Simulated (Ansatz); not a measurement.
System: skutterudite CoSb₃. Method: LDA in Ansatz (PAW).

Settings: plane-wave cutoff 520 eV, 6×6×6 k mesh, Fermi–Dirac smearing 0.01 eV, no spin polarisation, scalar-relativistic PAW data made under PBE.

Equation-of-state points:

```
V (Å³/atom)  E − E_lowest (meV/atom)  P (GPa)
-----------  -----------------------  -------
21.258                         12.31     4.63
21.701                          2.96     2.18
22.144                          0.00     0.00
22.587                          2.74    -1.94
23.030                         10.55    -3.67
```

Task: Estimate the bulk modulus and its pressure derivative from these points.

Result: V0 = 22.144 Å³/atom, B0 = 103 GPa, B′ = 4.8 (fit to the energies at full precision).

Shape and atoms are relaxed at each volume.

Measured, for comparison: bulk modulus 95 ± 5 GPa (room temperature, not corrected to a static lattice, our sources range from 85.0 to 95.0; as tabulated in Alexeev et al. (2016), arXiv:1601.07731); equilibrium volume per atom 23.06 Å³/atom (room temperature, not corrected to a static lattice; as tabulated in Alexeev et al. (2016), arXiv:1601.07731). Computed (rounded) less measured: bulk modulus +8 % (+8 % to +21 % over the range), equilibrium volume per atom -4.0 %. A static lattice is as a rule a little smaller and stiffer than an uncorrected measurement, which can account for part of this.

Note: the bulk modulus comes from volumes at which shape and atoms were relaxed.

Spin–orbit coupling is not included.

It cost very roughly 30 core-minutes of CPU time.

Ansatz is an electronic-structure program.
